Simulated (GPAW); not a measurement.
# Na2S (Fm-3m) in GPAW: reference runs

How does Na2S come out in PBEsol? The cell is run as given and disturbed.

Everything below comes from runs of GPAW 26.7.0. Logs are shortened: lines on timing, memory, paths and dates and some standing lists are left out, and cuts for length are marked. The log counts tension as positive stress, the text compression.

## Step 1: The structure

It takes space group Fm-3m (No. 225, cubic). Conventional cell: a = 6.547 Å, b = 6.547 Å, c = 6.547 Å, α = 90.00°, β = 90.00°, γ = 90.00°. S (site symmetry m-3m) has 8 Na at 2.83 Å as nearest neighbours. Na (site symmetry -43m) has 4 S at 2.83 Å as nearest neighbours.

## Step 2: Single point, PBEsol

run.py

```python
from ase import Atoms
from ase.dft.bandgap import bandgap
from ase.io import write
from ase.units import Bohr, GPa
from gpaw import GPAW, PW, setup_paths
from gpaw.elf import elf_from_dft_calculation

setup_paths.insert(0, '.')

atoms = Atoms(['S', 'Na', 'Na'],
              cell=[[0.0, 3.2735, 3.2735],
                    [3.2735, 0.0, 3.2735],
                    [3.2735, 3.2735, 0.0]],
              scaled_positions=[[0.0, 0.0, 0.0],
                                [0.75, 0.75, 0.75],
                                [0.25, 0.25, 0.25]],
              pbc=True)

calc = GPAW(mode=PW(800),
            xc='PBEsol',
            kpts={'size': (7, 7, 7), 'gamma': True},
            occupations={'name': 'fermi-dirac', 'width': 0.05},
            nbands=20,
            convergence={'density': 1e-05, 'energy': 1e-05},
            maxiter=150,
            txt='gpaw.txt')
atoms.calc = calc
energy = atoms.get_potential_energy()
forces = atoms.get_forces()
stress = atoms.get_stress()
calc.write('gs.gpw')
write('result.traj', atoms)
print(f'Energy: {energy:.6f} eV')
print('Forces (eV/A):')
print(forces.round(4))
print('Stress (GPa):', (stress / GPa).round(3))
print('Fermi level:', round(calc.get_fermi_level(), 4), 'eV')
print(f'Gap: {bandgap(calc)[0]:.4f} eV, direct: {bandgap(calc, direct=True)[0]:.4f} eV')

# fields on the real-space grid
write('density.cube', atoms, data=calc.get_pseudo_density() * Bohr**3)
write('potential.cube', atoms, data=calc.get_electrostatic_potential())
write('elf.cube', atoms, data=elf_from_dft_calculation(calc).data)
```

Potentials or basis: PAW data sets generated in the run's folder for this functional, pw.

Started as:

```bash
$ gpaw-setup -f PBEsol Na S
$ OMP_NUM_THREADS=1 python run.py
```

gpaw.txt:

```text
__  _  _
 | _ |_)|_||  |
 |__||  | ||/\| - 26.7.0

Input parameters:
  mode=PW(ecut=800.0),
  convergence={'density': 1e-05, 'energy': 1e-05},
  kpts=MonkhorstPack(size=(7, 7, 7), gamma=True),
  maxiter=150,
  nbands=20,
  occupations=Occupations(name='fermi-dirac', width=0.05),
  xc=XC(name='PBEsol')

Diagonalizing LCAO Hamiltonian
Converting LCAO to pw mode

                      Na

            Na

       S

Atoms  # Å, Bohr magnetons
|   | symbol |        x |        y |        z |    initial magnetic moments |
|---|--------|----------|----------|----------|-----------------------------|
| 0 |      S | 0.000000 | 0.000000 | 0.000000 | ( 0.0000,  0.0000,  0.0000) |
| 1 |     Na | 4.910250 | 4.910250 | 4.910250 | ( 0.0000,  0.0000,  0.0000) |
| 2 |     Na | 1.636750 | 1.636750 | 1.636750 | ( 0.0000,  0.0000,  0.0000) |

Unit cell  # Å
| periodic |        x |        y |        z |  lengths |    angles |
|----------|----------|----------|----------|----------|-----------|
|      yes | 0.000000 | 3.273500 | 3.273500 | 4.629428 | 60.000000 |
|      yes | 3.273500 | 0.000000 | 3.273500 | 4.629428 | 60.000000 |
|      yes | 3.273500 | 3.273500 | 0.000000 | 4.629428 | 60.000000 |

Number of symmetries: 48
Symmetry operations  # r_c * U_cc + t_c -> r_c
|    | kind |            matrix            |
|----|------|------------------------------|
|  0 |  σ   |  1, 0, 0,  1, 0,-1,  1,-1, 0 |
|  1 |  C2  |  1, 0, 0,  1,-1, 0,  1, 0,-1 |
|  2 |  E   |  1, 0, 0,  0, 1, 0,  0, 0, 1 |
|  3 |  σ   |  1, 0, 0,  0, 0, 1,  0, 1, 0 |
|  4 |  C4  |  1, 0,-1,  1, 0, 0,  1,-1, 0 |
|  5 |  S6  |  1, 0,-1,  1,-1, 0,  1, 0, 0 |
|  6 |  σ   |  1, 0,-1,  0, 1,-1,  0, 0,-1 |
|  7 |  C3  |  1, 0,-1,  0, 0,-1,  0, 1,-1 |
|  8 |  S6  |  1,-1, 0,  1, 0, 0,  1, 0,-1 |
|  9 |  C4  |  1,-1, 0,  1, 0,-1,  1, 0, 0 |
| 10 |  C3  |  1,-1, 0,  0,-1, 1,  0,-1, 0 |
| 11 |  σ   |  1,-1, 0,  0,-1, 0,  0,-1, 1 |
| 12 |  σ   |  0, 1, 0,  1, 0, 0,  0, 0, 1 |
| 13 |  C4  |  0, 1, 0,  0, 1,-1, -1, 1, 0 |
| 14 |  C3  |  0, 1, 0,  0, 0, 1,  1, 0, 0 |
| 15 |  S6  |  0, 1, 0, -1, 1, 0,  0, 1,-1 |
| 16 |  C2  |  0, 1,-1,  1, 0,-1,  0, 0,-1 |
| 17 |  σ   |  0, 1,-1,  0, 1, 0, -1, 1, 0 |
| 18 |  S4  |  0, 1,-1,  0, 0,-1,  1, 0,-1 |
| 19 |  C4  |  0, 1,-1, -1, 1, 0,  0, 1, 0 |
| 20 |  C3  |  0, 0, 1,  1, 0, 0,  0, 1, 0 |
| 21 |  σ   |  0, 0, 1,  0, 1, 0,  1, 0, 0 |
| 22 |  S6  |  0, 0, 1,  0,-1, 1, -1, 0, 1 |
| 23 |  C4  |  0, 0, 1, -1, 0, 1,  0,-1, 1 |
| 24 |  S4  |  0, 0,-1,  1, 0,-1,  0, 1,-1 |
| 25 |  C3  |  0, 0,-1,  0, 1,-1,  1, 0,-1 |
| 26 |  C2  |  0, 0,-1,  0,-1, 0, -1, 0, 0 |
| 27 |  S6  |  0, 0,-1, -1, 0, 0,  0,-1, 0 |
| 28 |  S4  |  0,-1, 1,  1,-1, 0,  0,-1, 0 |
| 29 |  C4  |  0,-1, 1,  0, 0, 1, -1, 0, 1 |
| 30 |  C2  |  0,-1, 1,  0,-1, 0,  1,-1, 0 |
| 31 |  σ   |  0,-1, 1, -1, 0, 1,  0, 0, 1 |
| 32 |  C3  |  0,-1, 0,  1,-1, 0,  0,-1, 1 |
| 33 |  S6  |  0,-1, 0,  0, 0,-1, -1, 0, 0 |
| 34 |  S4  |  0,-1, 0,  0,-1, 1,  1,-1, 0 |
| 35 |  C2  |  0,-1, 0, -1, 0, 0,  0, 0,-1 |
| 36 |  C2  | -1, 1, 0,  0, 1, 0,  0, 1,-1 |
| 37 |  S6  | -1, 1, 0,  0, 1,-1,  0, 1, 0 |
| 38 |  S4  | -1, 1, 0, -1, 0, 1, -1, 0, 0 |
| 39 |  C3  | -1, 1, 0, -1, 0, 0, -1, 0, 1 |
| 40 |  S6  | -1, 0, 1,  0, 0, 1,  0,-1, 1 |
| 41 |  C2  | -1, 0, 1,  0,-1, 1,  0, 0, 1 |
| 42 |  C3  | -1, 0, 1, -1, 1, 0, -1, 0, 0 |
| 43 |  S4  | -1, 0, 1, -1, 0, 0, -1, 1, 0 |
| 44 |  C2  | -1, 0, 0,  0, 0,-1,  0,-1, 0 |
| 45 |  i   | -1, 0, 0,  0,-1, 0,  0, 0,-1 |
| 46 |  σ   | -1, 0, 0, -1, 1, 0, -1, 0, 1 |
| 47 |  C2  | -1, 0, 0, -1, 0, 1, -1, 1, 0 |

BZ-sampling:
  Number of BZ points: 343
  Number of IBZ points: 20

  Monkhorst-Pack size: [7, 7, 7]
  Monkhorst-Pack shift: [0, 0, 0]

K-points  # in reciprocal-cell coordinates
|     |                                coordinates |     weight |
|-----|--------------------------------------------|------------|
|   0 | (  0.00000000,   0.00000000,   0.00000000) | 0.00291545 |
|   1 | (  0.14285714,   0.14285714,   0.00000000) | 0.01749271 |
|   2 | (  0.14285714,   0.14285714,   0.14285714) | 0.02332362 |
|   3 | (  0.28571429,   0.14285714,   0.14285714) | 0.03498542 |
|   4 | (  0.28571429,   0.28571429,   0.00000000) | 0.01749271 |
|   5 | (  0.28571429,   0.28571429,   0.14285714) | 0.06997085 |
|   6 | (  0.28571429,   0.28571429,   0.28571429) | 0.02332362 |
|   7 | (  0.42857143,  -0.28571429,  -0.28571429) | 0.03498542 |
|   8 | (  0.42857143,   0.28571429,  -0.42857143) | 0.13994169 |
|   9 | (  0.42857143,   0.28571429,  -0.28571429) | 0.06997085 |
| ... |                                            |            |
|  19 | (  0.42857143,   0.42857143,   0.42857143) | 0.02332362 |

Plane wave coefficients: 3647
Cutoff: 800.0 eV

Spin-components: 1 (collinear spins)
Bands:           20
Projectors:      15
Spin-degeneracy: 2
Datatype:        complex128

Parallelization:
  kpt:    1
  domain: 1
  band:   1

Density:
  Valence electrons: 20.0
  Components: 1
  Grid points: [32 32 32]
  Charge: 0.0  # |e|

Potential:
  Grid points: [32 32 32]

species:
  S:
    name:    Sulfur
    Z:       16.0
    valence: 6
    core:    10
    charge:  0.0  # [|e|]
    compensation charges:
      type: gauss
      rc: 0.24  # [Å]
      lmax: 2
    cutoffs:
      filter: 1.77  # [Å]
      core: 1.66  # [Å]
    projectors
    | kind |    occ | energy [eV] | rcut [Å] |
    |------|--------|-------------|----------|
    |   3s |  2.000 |     -17.192 |    0.974 |
    |   3p |  4.000 |      -6.978 |    0.979 |
    |    s |        |      10.020 |    0.974 |
    |    p |        |      20.234 |    0.979 |
    |    d |        |       0.000 |    0.900 |

    Using partial waves for S as LCAO basis

  Na:
    name:    Sodium
    Z:       11.0
    valence: 7
    core:    4
    charge:  0.0  # [|e|]
    compensation charges:
      type: gauss
      rc: 0.37  # [Å]
      lmax: 2
    cutoffs:
      filter: 2.17  # [Å]
      core: 2.59  # [Å]
    projectors
    | kind |    occ | energy [eV] | rcut [Å] |
    |------|--------|-------------|----------|
    |   3s |  1.000 |      -2.705 |    1.201 |
    |   2p |  6.000 |     -28.654 |    1.217 |
    |   3p |  0.000 |      -0.730 |    1.217 |
    |    s |        |      24.506 |    1.201 |
    |    d |        |       0.000 |    1.238 |

    Using partial waves for Na as LCAO basis

Reference energy: -19656.164371  # eV

eigensolver:
  PPCG
  Converge bands: occupied
  niter=2

density mixing:
  MSR1-Mixer
  Pratt-step length: 0.05
  Maximum mixing coefficient: 0.75
  Old densities: 10
  SVD Regularization: 0.005
  Good broyden scale: 1.0
  Trust region scale: 1.0
  Backstep threshold: 4.0
  History deletion threshold: 6.0
  Fourier metric: weight=20.0, sigma=0.015

occupation numbers:
  Fermi-Dirac:
    width: 0.0500  # eV

poisson solver:
  ecut: 6400.0  # eV

xc functional:
  name: PBEsol with 2 nearest neighbor stencil

convergence criteria:
[... 6 lines left out ...]
|iter     | |      energy | eigst |  dens |
|---------|-|-------------|-------|-------|
|iter:   1| |  -10.780549 | -0.50 |       |
|iter:   2| |  -10.692872 | -2.89 | -1.16 |
|iter:   3| |  -10.391315 | -2.25 | -1.20 |
|iter:   4| |  -10.393198 | -3.94 | -1.73 |
|iter:   5| |  -10.394171 | -4.20 | -2.15 |
|iter:   6| |  -10.394224 | -5.72 | -3.14 |
|iter:   7| |  -10.394236c| -6.62 | -3.53 |
|iter:   8| |  -10.394236c| -8.28c| -4.55 |
|iter:   9| |  -10.394236c| -8.75c| -5.22c|

Converged in 9 steps
Energy contributions relative to reference atoms: (reference = -19656.164371)

Energy contributions:
  Kinetic:          11.202866
  Coulomb:         -10.636604
  Zero:              0.048484
  External:          0.000000
  Xc:              -11.008982
  Entropy:          -0.000000
  Spinorbit:         0.000000
  ----------------------------
  Free energy:     -10.394236
  Extrapolated:    -10.394236

dipole moment: (-20.951455, -20.951455, -20.951455)  # |e|*Ang

Fermi level: 1.268
Eigenvalues  # (at kpt = [0.000, 0.000, 0.000])
| band index |      eig [eV] | occ [0-2] |
|------------|---------------|-----------|
|          0 |       -21.913 |     2.000 |
|        ... |               |           |
|          2 |       -21.913 |     2.000 |
|          3 |       -21.858 |     2.000 |
|          4 |       -21.858 |     2.000 |
|          5 |       -21.858 |     2.000 |
|          6 |        -9.941 |     2.000 |
|          7 |         0.188 |     2.000 |
[... 8 lines left out ...]
|         16 |        11.277 |     0.000 |
|         17 |        11.277 |     0.000 |
|        ... |               |           |
|         19 |        13.649 |     0.000 |

Gap: 2.364 eV
Transition (v -> c):
  (s=0, k=0, n=9, [0.00, 0.00, 0.00]) -> (s=0, k=0, n=10, [0.00, 0.00, 0.00])
No difference between direct/indirect transitions

Forces  # eV/Ang
|        x |        y |        z |
|----------|----------|----------|
|  0.00000 |  0.00000 | -0.00000 |  # S    0
| -0.00000 |  0.00000 |  0.00000 |  # Na   1
|  0.00000 | -0.00000 |  0.00000 |  # Na   2

Stress tensor  # eV/Ang^3
|         x |         y |         z |
|-----------|-----------|-----------|
|  0.003263 | -0.000000 | -0.000000 |
| -0.000000 |  0.003263 | -0.000000 |
| -0.000000 | -0.000000 |  0.003263 |

# Writing to gs.gpw (mode='')
```

Wall time 39 s (1 thread of Arm Neoverse N1, shared host); peak memory 0.21 GiB.

Results:

| Quantity | Value |
| --- | --- |
| Free energy | -10.3942 eV |
| Pressure | -0.5 GPa |
| Band gap on the k mesh | 2.36 eV, direct |

Levels at points of the mesh, in eV from the valence-band top:
| k point | band 7 | band 8 | band 9 | band 10 | band 11 | band 12 | band 13 | band 14 |
| --- | --- | --- | --- | --- | --- | --- | --- | --- |
| (0.00, 0.00, 0.00) | -10.13 | 0.00 | 0.00 | 0.00 | 2.36 | 7.64 | 7.64 | 7.64 |

## Step 3: Single point, PBEsol (atoms moved at random, drawn with an rms of 0.05 Å)

Edit run.py of step 2 so:

```diff
@@ -3,5 +3,4 @@
 from ase.io import write
-from ase.units import Bohr, GPa
+from ase.units import GPa
 from gpaw import GPAW, PW, setup_paths
-from gpaw.elf import elf_from_dft_calculation
 
@@ -13,5 +12,5 @@
                     [3.2735, 3.2735, 0.0]],
-              scaled_positions=[[0.0, 0.0, 0.0],
-                                [0.75, 0.75, 0.75],
-                                [0.25, 0.25, 0.25]],
+              scaled_positions=[[0.002451, -0.004176, -0.000457],
+                                [0.742865, 0.746761, 0.758816],
+                                [0.263686, 0.242064, 0.242393]],
               pbc=True)
@@ -38,6 +37 @@
 print(f'Gap: {bandgap(calc)[0]:.4f} eV, direct: {bandgap(calc, direct=True)[0]:.4f} eV')
-
-# fields on the real-space grid
-write('density.cube', atoms, data=calc.get_pseudo_density() * Bohr**3)
-write('potential.cube', atoms, data=calc.get_electrostatic_potential())
-write('elf.cube', atoms, data=elf_from_dft_calculation(calc).data)
```

Potentials or basis: PAW data sets generated in the run's folder for this functional, pw.

Started as:

```bash
$ gpaw-setup -f PBEsol Na S
$ OMP_NUM_THREADS=1 python run.py
```

gpaw.txt:

```text
__  _  _
 | _ |_)|_||  |
 |__||  | ||/\| - 26.7.0

Input parameters:
  mode=PW(ecut=800.0),
  convergence={'density': 1e-05, 'energy': 1e-05},
  kpts=MonkhorstPack(size=(7, 7, 7), gamma=True),
  maxiter=150,
  nbands=20,
  occupations=Occupations(name='fermi-dirac', width=0.05),
  xc=XC(name='PBEsol')

Diagonalizing LCAO Hamiltonian
Converting LCAO to pw mode

                      Na

            Na

       S

Atoms  # Å, Bohr magnetons
|   | symbol |         x |        y |         z |    initial magnetic moments |
|---|--------|-----------|----------|-----------|-----------------------------|
| 0 |      S | -0.015166 | 0.006527 | -0.005647 | ( 0.0000,  0.0000,  0.0000) |
| 1 |     Na |  4.928506 | 4.915753 |  4.876291 | ( 0.0000,  0.0000,  0.0000) |
| 2 |     Na |  1.585870 | 1.656650 |  1.655573 | ( 0.0000,  0.0000,  0.0000) |

Unit cell  # Å
| periodic |        x |        y |        z |  lengths |    angles |
|----------|----------|----------|----------|----------|-----------|
|      yes | 0.000000 | 3.273500 | 3.273500 | 4.629428 | 60.000000 |
|      yes | 3.273500 | 0.000000 | 3.273500 | 4.629428 | 60.000000 |
|      yes | 3.273500 | 3.273500 | 0.000000 | 4.629428 | 60.000000 |

Number of symmetries: 1
Symmetry operations  # r_c * U_cc + t_c -> r_c
|   | kind |            matrix            |
|---|------|------------------------------|
| 0 |  E   |  1, 0, 0,  0, 1, 0,  0, 0, 1 |

BZ-sampling:
  Number of BZ points: 343
  Number of IBZ points: 172

  Monkhorst-Pack size: [7, 7, 7]
  Monkhorst-Pack shift: [0, 0, 0]

K-points  # in reciprocal-cell coordinates
|     |                                coordinates |     weight |
|-----|--------------------------------------------|------------|
|   0 | (  0.00000000,   0.00000000,   0.00000000) | 0.00291545 |
|   1 | (  0.00000000,   0.00000000,   0.14285714) | 0.00583090 |
|   2 | (  0.00000000,   0.00000000,   0.28571429) | 0.00583090 |
|   3 | (  0.00000000,   0.00000000,   0.42857143) | 0.00583090 |
|   4 | (  0.00000000,   0.14285714,  -0.42857143) | 0.00583090 |
|   5 | (  0.00000000,   0.14285714,  -0.28571429) | 0.00583090 |
|   6 | (  0.00000000,   0.14285714,  -0.14285714) | 0.00583090 |
|   7 | (  0.00000000,   0.14285714,   0.00000000) | 0.00583090 |
|   8 | (  0.00000000,   0.14285714,   0.14285714) | 0.00583090 |
|   9 | (  0.00000000,   0.14285714,   0.28571429) | 0.00583090 |
| ... |                                            |            |
| 171 | (  0.42857143,   0.42857143,   0.42857143) | 0.00583090 |

Plane wave coefficients: 3647
Cutoff: 800.0 eV

Spin-components: 1 (collinear spins)
Bands:           20
Projectors:      15
Spin-degeneracy: 2
Datatype:        complex128

Parallelization:
  kpt:    1
  domain: 1
  band:   1

Density:
  Valence electrons: 20.0
  Components: 1
  Grid points: [32 32 32]
  Charge: 0.0  # |e|

Potential:
  Grid points: [32 32 32]

species:
  S:
    name:    Sulfur
    Z:       16.0
    valence: 6
    core:    10
    charge:  0.0  # [|e|]
    compensation charges:
      type: gauss
      rc: 0.24  # [Å]
      lmax: 2
    cutoffs:
      filter: 1.77  # [Å]
      core: 1.66  # [Å]
    projectors
    | kind |    occ | energy [eV] | rcut [Å] |
    |------|--------|-------------|----------|
    |   3s |  2.000 |     -17.192 |    0.974 |
    |   3p |  4.000 |      -6.978 |    0.979 |
    |    s |        |      10.020 |    0.974 |
    |    p |        |      20.234 |    0.979 |
    |    d |        |       0.000 |    0.900 |

    Using partial waves for S as LCAO basis

  Na:
    name:    Sodium
    Z:       11.0
    valence: 7
    core:    4
    charge:  0.0  # [|e|]
    compensation charges:
      type: gauss
      rc: 0.37  # [Å]
      lmax: 2
    cutoffs:
      filter: 2.17  # [Å]
      core: 2.59  # [Å]
    projectors
    | kind |    occ | energy [eV] | rcut [Å] |
    |------|--------|-------------|----------|
    |   3s |  1.000 |      -2.705 |    1.201 |
    |   2p |  6.000 |     -28.654 |    1.217 |
    |   3p |  0.000 |      -0.730 |    1.217 |
    |    s |        |      24.506 |    1.201 |
    |    d |        |       0.000 |    1.238 |

    Using partial waves for Na as LCAO basis

Reference energy: -19656.164371  # eV

eigensolver:
  PPCG
  Converge bands: occupied
  niter=2

density mixing:
  MSR1-Mixer
  Pratt-step length: 0.05
  Maximum mixing coefficient: 0.75
  Old densities: 10
  SVD Regularization: 0.005
  Good broyden scale: 1.0
  Trust region scale: 1.0
  Backstep threshold: 4.0
  History deletion threshold: 6.0
  Fourier metric: weight=20.0, sigma=0.015

occupation numbers:
  Fermi-Dirac:
    width: 0.0500  # eV

poisson solver:
  ecut: 6400.0  # eV

xc functional:
  name: PBEsol with 2 nearest neighbor stencil

convergence criteria:
[... 6 lines left out ...]
|iter     | |      energy | eigst |  dens |
|---------|-|-------------|-------|-------|
|iter:   1| |  -10.775765 | -0.50 |       |
|iter:   2| |  -10.687901 | -2.89 | -1.16 |
|iter:   3| |  -10.385612 | -2.25 | -1.20 |
|iter:   4| |  -10.387470 | -3.94 | -1.73 |
|iter:   5| |  -10.388439 | -4.20 | -2.15 |
|iter:   6| |  -10.388492 | -5.72 | -3.14 |
|iter:   7| |  -10.388504c| -6.62 | -3.53 |
|iter:   8| |  -10.388504c| -8.28c| -4.55 |
|iter:   9| |  -10.388504c| -8.75c| -5.22c|

Converged in 9 steps
Energy contributions relative to reference atoms: (reference = -19656.164371)

Energy contributions:
  Kinetic:          11.239462
  Coulomb:         -10.661861
  Zero:              0.048428
  External:          0.000000
  Xc:              -11.014534
  Entropy:          -0.000000
  Spinorbit:         0.000000
  ----------------------------
  Free energy:     -10.388504
  Extrapolated:    -10.388504

dipole moment: (20.663101, 0.137633, -0.114141)  # |e|*Ang

Fermi level: 1.233
Eigenvalues  # (at kpt = [0.000, 0.000, 0.000])
| band index |      eig [eV] | occ [0-2] |
|------------|---------------|-----------|
|          0 |       -21.917 |     2.000 |
|        ... |               |           |
|          2 |       -21.911 |     2.000 |
|          3 |       -21.862 |     2.000 |
|          4 |       -21.860 |     2.000 |
|          5 |       -21.858 |     2.000 |
|          6 |        -9.941 |     2.000 |
|          7 |         0.155 |     2.000 |
[... 8 lines left out ...]
|         16 |        11.239 |     0.000 |
|         17 |        11.268 |     0.000 |
|        ... |               |           |
|         19 |        13.639 |     0.000 |

Gap: 2.335 eV
Transition (v -> c):
  (s=0, k=0, n=9, [0.00, 0.00, 0.00]) -> (s=0, k=0, n=10, [0.00, 0.00, 0.00])
No difference between direct/indirect transitions

Forces  # eV/Ang
|        x |        y |        z |
|----------|----------|----------|
| -0.00452 |  0.01673 | -0.00322 |  # S    0
| -0.09852 |  0.01695 |  0.07908 |  # Na   1
|  0.10304 | -0.03368 | -0.07586 |  # Na   2

Stress tensor  # eV/Ang^3
|        x |         y |         z |
|----------|-----------|-----------|
| 0.003039 |  0.000958 |  0.000294 |
| 0.000958 |  0.003154 | -0.001245 |
| 0.000294 | -0.001245 |  0.003088 |

# Writing to gs.gpw (mode='')
```

Run time: 4.6 min. Hardware: 1 thread of Arm Neoverse N1, shared host; peak memory 0.5 GiB.

Results:

```yaml
Free_energy: -10.3885 eV
Pressure: -0.5 GPa
Largest_force: 0.132 eV/Å
Band_gap_on_the_k_mesh: 2.34 eV, direct
```

Forces in eV/Å, atoms in the order of the input:
```
S   -0.005  0.017 -0.003
Na  -0.099  0.017  0.079
Na   0.103 -0.034 -0.076
```

Stress tensor (GPa, compression positive):
```
-0.49 -0.15 -0.05
-0.15 -0.51  0.20
-0.05  0.20 -0.49
```
